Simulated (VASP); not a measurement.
Nb:

```
CELL_PARAMETERS angstrom
0.00000 2.11500 2.11500
2.11500 0.00000 2.11500
2.11500 2.11500 0.00000
ATOMIC_POSITIONS crystal
Nb 0.00000 0.00000 0.00000
```

This isn't the form of Nb at room conditions, which is bcc.

Program: VASP 6.6.1. Alike in all runs: cell as given.

Q: Order these runs on this cell by their pressure, lowest first.
A. level HSE06+TS; potentials or basis VASP PAW PBE potentials, release 64 (Nb_sv); spin off; k mesh 6 × 6 × 6; cutoff (eV) 520; smearing fermi-dirac 0.05 eV; grid for exact exchange (PRECFOCK) Fast; screening parameter 0.2 1/A; mesh quality coarse
B. level PBE; potentials or basis VASP PAW PBE potentials, release 64 (Nb_sv); spin off; k mesh 11 × 11 × 11; cutoff (eV) 520; smearing gaussian 0.05 eV; mesh quality not flagged
C. level vdW-DF; potentials or basis VASP PAW PBE potentials, release 64 (Nb_sv_GW); spin SOC, no magnetisation; k mesh 8 × 8 × 8; cutoff (eV) 550; smearing methfessel-paxton 0.1 eV; mesh quality not flagged

A: A (-16.6 GPa), B (-2.2 GPa), C (1.7 GPa).

Caveats: some runs use coarse meshes; atom-pairwise D2, TS and ULG terms overbind metals (some runs); so large a pressure means that the cell lies far from this level's equilibrium, or that cutoff or potentials fall short (some runs); the potentials were made for another functional, which shifts forces and pressure (some runs); pairwise dispersion overbinds metals, which lowers pressure and volume (some runs); the PAW data sets were made with another functional, which shifts forces and pressure a little (some runs).
